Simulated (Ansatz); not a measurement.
Take a crystal in which Tl has been replaced by Ga on all its sites, with the cell rescaled by a rough guess (in some cases also distorted within its space group) and nothing relaxed:

```yaml
crystal:
  lattice:
    - [0.00000, 2.14880, 2.14880]
    - [2.14880, 0.00000, 2.14880]
    - [2.14880, 2.14880, 0.00000]
  atoms:
    - { symbol: Ga, position: [0.00000, 0.00000, 0.00000] }
```

Level of theory: DFT PBEsol, scalar-relativistic, plane waves, PAW in Ansatz.

Settings: cutoff 420 eV, Γ-centred mesh 16×16×16 on the computed 1-atom cell, Gaussian smearing of 0.10 eV; no spin polarisation.

Will this cell want to expand or contract, and how hard?

The pressure is -5.1 GPa (positive in compression), so the cell would contract.

Is it a metal on this mesh?

Yes, a band crosses the Fermi level.

This fcc form isn't the element's structure at ambient conditions.